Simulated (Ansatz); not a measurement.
**SiO₂: the gap under pressure**

SiO₂, Fddd, a = 4.714 Å, b = 9.434 Å, c = 14.731 Å. This isn't the usual stable structure of the compound. Ansatz: r2SCAN, PAW, 500 eV, Γ-centred 6×6×6 mesh on 12 atoms, Gaussian smearing 0.02 eV; no spin polarisation. Cell and atoms are relaxed at each pressure, and no other structure is tried, so the rows at high pressure may lie past a change of phase. The gap is sought over the whole zone. The pressures are the targets, met within 0.02 GPa.

```
P (GPa) gap y (eV)
   -3.0       6.260
    0.0       6.401
    3.0       6.518
    8.0           ?
   15.0       6.662
   30.0       6.480
```

Task: Fit y = E0 + αP + βP² to the other rows and predict the missing gap.

Result: Least squares on the rows shown. y = 6.3950 + 0.035331 P − 0.0010882 P². So α = 35.3 meV/GPa, but the rows at 0 and 3 GPa alone give 39 meV/GPa, so the parabola doesn't give the slope at zero pressure. With a term in P³ added, the coefficient of P becomes 0.04256, 20 % more, which shows how far this figure hangs on the form. At P = 8.0 the fit asked for gives 6.608 eV. The run gave 6.617 eV, so the fit is 0.009 eV too low, within the rms miss on the fitted rows (0.017 eV): the form describes this series only roughly.

Semilocal functionals give gaps under the measured ones; changes of the gap mostly carry over better.